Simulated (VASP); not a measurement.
BAs, 2 atoms in the cell. It takes space group F-43m (No. 216, cubic). The conventional cell has a = 4.778 Å, b = 4.778 Å, c = 4.778 Å, α = 90.00°, β = 90.00°, γ = 90.00°. B (site symmetry -43m) is surrounded by 4 As at 2.07 Å. Around As (site symmetry -43m) lie 4 B at 2.07 Å. The cell was built by a generator and needn't be a form met in nature.

* Program: VASP 6.6.1
* Task: single point
* Functional: SCAN
* Potentials or basis: VASP PAW PBE potentials, release 64 (B, As)
* Cutoff: 520 eV
* k mesh: 10 × 10 × 10
* Occupations: gaussian, width 0.02 eV
* Spin: no spin polarisation
* Further INCAR settings: ALGO = Normal; EDIFF = 1e-07; NBANDS = 11

Potentials or basis: VASP PAW PBE potentials, release 64 (B, As).

The run is started by

```bash
$ cat potpaw_PBE.64/B/POTCAR potpaw_PBE.64/As/POTCAR > POTCAR
$ mpirun -np 1 vasp_std > vasp.out
```

Hardware: 1 thread of Intel(R) Xeon(R) Platinum 8175M CPU @ 2.50GHz (Skylake/Cascade Lake), on a shared host.

Q: How long does it take, and how much memory?

A: Wall time 2.9 min on 1 thread of Intel(R) Xeon(R) Platinum 8175M CPU @ 2.50GHz (Skylake/Cascade Lake), on a shared host, peak memory 0.17 GiB. Counts: scf iterations 19, k points 47.
